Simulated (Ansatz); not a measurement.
CsSnI3:

```
Cs I Sn
1.0
     6.20570    0.00000    0.00000
     0.00000    6.20570    0.00000
     0.00000    0.00000    6.20570
Cs I Sn
1 3 1
Direct
  0.00000 0.00000 0.00000
  0.50000 0.50000 0.00000
  0.50000 0.00000 0.50000
  0.00000 0.50000 0.50000
  0.50000 0.50000 0.50000
```

Base run:

- Program: Ansatz 0.2.0
- Functional: PBE
- Potentials or basis: Ansatz PAW
- Cutoff: 420 eV (not typed: the program's choice for these potentials)
- k mesh: 5 × 5 × 5
- Occupations: fermi-dirac, width 0.05 eV
- Spin: no spin polarisation

Its results: pressure 0.5 GPa.

Question: The run is repeated on the same cell with these changes: functional from PBE to PBEsol. What comes out?

Answer: Pressure -0.7 GPa.

PBEsol binds more tightly than PBE, so the same cell stands under less pressure.

Caveats: the cell was measured hot, at 500 K; the PAW data sets come from PBE, with cores solved anew for the run's functional, which leaves a small shift of forces and pressure (some runs).
